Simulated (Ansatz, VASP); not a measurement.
## One calculation of P, two programs

INCAR

```
SYSTEM = P
PREC = Accurate
ENCUT = 520
EDIFF = 1E-7
ISMEAR = -1
SIGMA = 0.05
LREAL = .False.
LASPH = .True.
NELM = 100
ALGO = Normal
ISIF = 2
LWAVE = .False.
LCHARG = .True.
GGA = PE
LELF = .True.
LVHAR = .True.
NBANDS = 12
```

The input KPOINTS:

```
regular mesh
0
Gamma
  11 11 6
  0 0 0
```

Contents of POSCAR:

```
P
1.0
    2.4246941115      0.0000000000      0.0000000000
    0.0000000000      2.4385351442      0.0000000000
   -0.0203144631      0.0000000000      4.8524328982
P
2
Direct
    0.0000000300      0.0000000000      0.7494253600
    0.9999999700      0.0000000000      0.2505746400
```

The input input.yaml:

```yaml
crystal:
  lattice:
    - [2.4246941115, 0.0, 0.0]
    - [0.0, 2.4385351442, 0.0]
    - [-0.0203144631, 0.0, 4.8524328982]
  atoms:
    - { symbol: P, position: [3.0e-08, 0.0, 0.74942536] }
    - { symbol: P, position: [0.99999997, 0.0, 0.25057464] }
hamiltonian:
  xc: pbe
  pseudopotentials: { kind: paw }
kpoints:
  mp_grid: { grid: [11, 11, 6] }
scf:
  occupations: { method: fermi_dirac, width: 0.05 }
output:
  forces: true
  stress: true
  eigenvalues: true
```

This isn't the form of P at room conditions, which is orthorhombic.

Alike in both runs: task single point; functional PBE; k mesh 11 × 11 × 6; occupations fermi-dirac, width 0.05 eV; no spin polarisation.

|  | VASP | Ansatz |
| --- | --- | --- |
| version | VASP 6.6.1 | Ansatz 0.2.0 |
| potentials or method | VASP PAW PBE potentials, release 64 (P) | Ansatz PAW |
| plane-wave cutoff (eV) | 520 | 420 |
| valence electrons in the cell | 10 | 10 |

```csv
,VASP,Ansatz,Ansatz less VASP
gap on the k mesh at the Fermi level (eV),none,none,-
pressure (GPa),1.9,2.2,+0.30
largest component of the traceless stress (GPa),0.91,0.90,-0.007
rms of the force components (eV/Å),0.003,0.003,+0.0007
```

Atom by atom the forces differ by 0.001 eV/Å (rms over components). A gap of «none» marks a metal or a gap that the smearing closes.
